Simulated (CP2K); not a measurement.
Runs of CP2K 2026.2 on CuO (Tenorite). It takes space group Cc (No. 9, monoclinic). The conventional cell has a = 4.689 Å, b = 3.427 Å, c = 5.132 Å, α = 90.00°, β = 99.65°, γ = 90.00°. Cu (site symmetry 1) has 4 O at 1.91 to 2.02 Å as nearest neighbours. Around O (site symmetry 1) lie 4 Cu at 1.91 to 2.02 Å. 

```tsv
task	level	cell	EPS_DEFAULT	NGRIDS	points a segment of the path (NPOINTS)	bands added on the path	MPI ranks	gap on the mesh (eV)	pressure (GPa)	largest force (eV/Å)
band structure	PBEsol	strain_c = 0.04	1.0E-9	5	8	4	4	none	-6.8	-
single point	PBE	as given	1.0E-10	5	-	-	2	none	8.8	(a)
band structure	PBEsol	strain_c = -0.02	1.0E-9	5	8	4	4	none	(b)	0.90
single point	PBE	atoms moved at random, drawn with an rms of 0.05 Å	1.0E-10	4	-	-	2	none	9.7	1.71
band structure	PBEsol	strain_c = 0.02	1.0E-9	5	8	4	4	none	-3.1	-
```

Alike in all rows: potentials or basis POTENTIAL_UZH Cu GTH-PBE-q11, O GTH-PBE-q6; TZVP-MOLOPT-PBE-GTH basis; no spin polarisation; k mesh 10 × 10 × 5; smearing fermi-dirac 0.05 eV.

Task: Fill in the values left out.

Result: (a) 0.86; (b) 5.9.

Caveats: the basis of atomic orbitals isn't converged, which shifts pressures, moduli and gaps; the run has no spin polarisation, though such a crystal can be magnetic; semilocal functionals often make such compounds metallic where correlation or magnetic order opens a gap, which also shifts bond lengths; the potentials were made for another functional, which shifts forces and pressure (some runs); the forces don't sum to zero, a sign of grid noise (some runs).

A gap of «none» marks a metal or a gap under the smearing width.
